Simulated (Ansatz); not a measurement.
Crystal: Co.

```
Co
1.0
     2.47056    0.00000    0.00000
    -1.23528    2.13957    0.00000
     0.00000    0.00000    8.08823
Co
4
Cartesian
  1.2353 0.7132 6.0662
  0.0000 0.0000 4.0441
  0.0000 1.4264 2.0221
  0.0000 0.0000 0.0000
```

Below is the output of Ansatz 0.2.0 for this cell. Logs are shortened: lines on timing, memory, paths and dates and some standing lists are left out, and cuts for length are marked.

```text
Warning: RAYON_NUM_THREADS=2 ignored (pool sized by the plan → 2); use --threads N
Engine: ansatz 0.2.0, aarch64-unknown-linux-gnu
Pseudopotentials: kind: paw
Pseudopotential: Co, paw, valence charge 17, recommended cutoff 420 eV (normal), Co.paw.azcp
Functional definition: PBE
  parameter kappa = 0.804
  parameter beta = 0.06672455060314922
  exchange = pbe_x(kappa = kappa, mu = beta*pi^2/3)
  correlation = pbe_c(beta = beta)
Crystal: 4 atoms, lattice volume = 42.754 Å³
Basis set: ecut = 420 eV, 813 PW (Γ), exchange–correlation on 36×36×120 points (8 copies of the dense FFT grid, shifted against one another)
Bands: 46, of which v1, the nominal top of the filled ones, is band 34 counted from 1 (33 counted from 0)
Symmetry: 24 space group operations
Space group: P63/mmc (ITA 194), of the structure as read, at distance tolerance 3.5e-5 Å
Magnetic group: BNS 194.263 (UNI 1493), of the structure as read, at distance tolerance 3.5e-5 Å
k-points: 57 of 576
Non-local potential: Co, projectors of the file, l = 0: 3, l = 1: 2, l = 2: 3, l = 3: 1
PAW form: soft (Blöchl's): semilocal exchange-correlation on the pseudo side does not see the compensation charge
PAW one-centre angular grid: Co, 590 points (default); XC on 64 Gauss nodes
Initial density: superposition of atomic densities (chi_scale 0.1, normalization cell)
Starting moments: Σ|m| = 8 μB on 4 of 4 sites
[... 27 lines left out ...]
Free energy (F): -20504.566611 eV
Harris-Foulkes:  -20504.566611 eV  (|F-HF|=4.22e-8)
Internal energy: -20504.566412 eV  (E = F + TS)
E sigma→0 (E₀):  -20504.566512 eV
Entropy (-TS):   -0.000199 eV (-0.050 meV/atom)
Fermi energy:    19.093325 eV
--- Per-component energies (eV) ---
  E_band       = -954.750128
  E_kinetic    = 1816.233086
  E_local      = -11242.001049  (includes V_loc(G=0)·N_el)
  E_nonlocal   = 1816.055503
  E_hartree    = 4715.332362
  E_xc         = -636.802757
  E_vxc        = -821.810138  (∫ρ·V_xc dr)
  E_paw        = -6060.522692  (= ΣΔE_a)
  E_vpaw       = -1953.893951  (= ΣTr[D̂ρ^β])
  E_aug_tail   = 0.000336  (compensation charges beyond the density's cutoff)
  E_ewald      = -10912.861201
  E_smearing   = -0.000199  (= −TS)
  E_closure    = -0.000000  (closes the sum)
  Σ components = -20504.566611   (vs F -20504.566611, Δ=0.00e0)
--- Forces (eV/Å), atoms counted from 1 ---
  atom   1  Co     0.00000000     0.00000000     0.00000000
  atom   2  Co    -0.00000000     0.00000000     0.00000000
  atom   3  Co    -0.00000000    -0.00000000     0.00000000
  atom   4  Co    -0.00000000     0.00000000     0.00000000
  max |Σ_I F_I| component: 2.31e-18 eV/Å
--- Stress (GPa, compression-positive) ---
        6.231813       0.000000       0.000000
        0.000000       6.231813       0.000000
        0.000000       0.000000       1.499741
  P = ⅓ Tr σ = 4.6545 GPa (46.545 kbar)
--- Band table (eV; the first three rows and the last of 114) ---
  k-point 0 ↑: bands = ["-77.0874", "-77.0741", "-77.0250", "-77.0114", "-40.4974", "-40.3679", "-40.2819", "-40.1773", "-40.1773", "-40.1639", "-40.1639", "-40.1498", "-40.1363", "-40.1363", "-40.1228", "-40.1228", "9.9106", "12.1349", "12.1558", "13.7550", "15.9774", "16.0141", "16.2581", "16.2581", "16.3088", "16.3088", "16.3124", "16.5475", "16.5475", "16.6334", "16.6334", "17.2420", "17.2420", "17.5694", "17.5694", "17.8952", "17.8952", "18.2921", "18.2921", "18.6970", "25.2778", "33.7583", "33.7626", "40.8497", "41.4301", "42.3576"]
  k-point 1 ↑: bands = ["-77.0858", "-77.0765", "-77.0225", "-77.0131", "-40.4852", "-40.4021", "-40.2472", "-40.1758", "-40.1758", "-40.1665", "-40.1665", "-40.1624", "-40.1336", "-40.1336", "-40.1243", "-40.1243", "10.0676", "11.2514", "12.9986", "13.7159", "16.0319", "16.2521", "16.2700", "16.2855", "16.2855", "16.3364", "16.3364", "16.5063", "16.5063", "16.5837", "16.5837", "17.2985", "17.2985", "17.5219", "17.5219", "17.9700", "17.9700", "18.1100", "18.2442", "18.2442", "26.1753", "30.8726", "36.7829", "40.9403", "41.3063", "42.0775"]
  k-point 2 ↑: bands = ["-77.0814", "-77.0814", "-77.0174", "-77.0174", "-40.4508", "-40.4508", "-40.1977", "-40.1977", "-40.1717", "-40.1717", "-40.1717", "-40.1717", "-40.1285", "-40.1285", "-40.1285", "-40.1285", "10.5275", "10.5275", "13.5251", "13.5251", "16.1594", "16.1594", "16.3469", "16.3469", "16.3469", "16.3469", "16.4925", "16.4925", "16.4925", "16.4925", "17.0249", "17.0249", "17.4155", "17.4155", "17.4155", "17.4155", "18.1184", "18.1184", "18.1184", "18.1184", "28.2571", "28.2571", "39.7539", "39.7539", "41.1858", "41.1858"]
  k-point 56 ↓: bands = ["-74.9040", "-74.9040", "-74.8896", "-74.8896", "-38.3526", "-38.3526", "-38.3313", "-38.3313", "-38.2854", "-38.2854", "-38.2773", "-38.2773", "-38.1770", "-38.1770", "-38.1609", "-38.1609", "16.1630", "16.1630", "16.2665", "16.2665", "16.2722", "16.2722", "16.3650", "16.3650", "17.3691", "17.3691", "17.4602", "17.4602", "18.8207", "18.8207", "19.3695", "19.3695", "20.0835", "20.0835", "20.1812", "20.1812", "24.8117", "24.8117", "25.3440", "25.3440", "25.9709", "25.9709", "28.7787", "28.7787", "30.5545", "30.5545"]
```

Task: Write the input and the command behind it.

Result: Single point with PBE, collinear spin, ferromagnetic start. The files as run (others can give the same):

input.yaml
```yaml
crystal:
  lattice:
    - [2.4705617809, 0.0, 0.0]
    - [-1.2352808905, 2.1395692639, 0.0]
    - [0.0, 0.0, 8.0882338]
  atoms:
    - { symbol: Co, position: [0.6666666667, 0.3333333333, 0.75], spin: 2.0 }
    - { symbol: Co, position: [0.0, 0.0, 0.5], spin: 2.0 }
    - { symbol: Co, position: [0.3333333333, 0.6666666667, 0.25], spin: 2.0 }
    - { symbol: Co, position: [0.0, 0.0, 0.0], spin: 2.0 }
hamiltonian:
  xc: pbe
  pseudopotentials: { kind: paw }
magnetization:
  spin_polarized: true
kpoints:
  mp_grid: { grid: [12, 12, 4] }
scf:
  occupations: { method: gaussian, width: 0.011 }
output:
  forces: true
  stress: true
  eigenvalues: true
  write_density: true
  write_potential: true
  elf: true
  volumetric_format: npy
```

Potentials or basis: Ansatz PAW.
The run is started by
```sh
$ ansatz run input.yaml --threads 2 --pin off --max-ram 5632MiB --backend cpu --events-out ev --progress --plain --runs-dir out
```
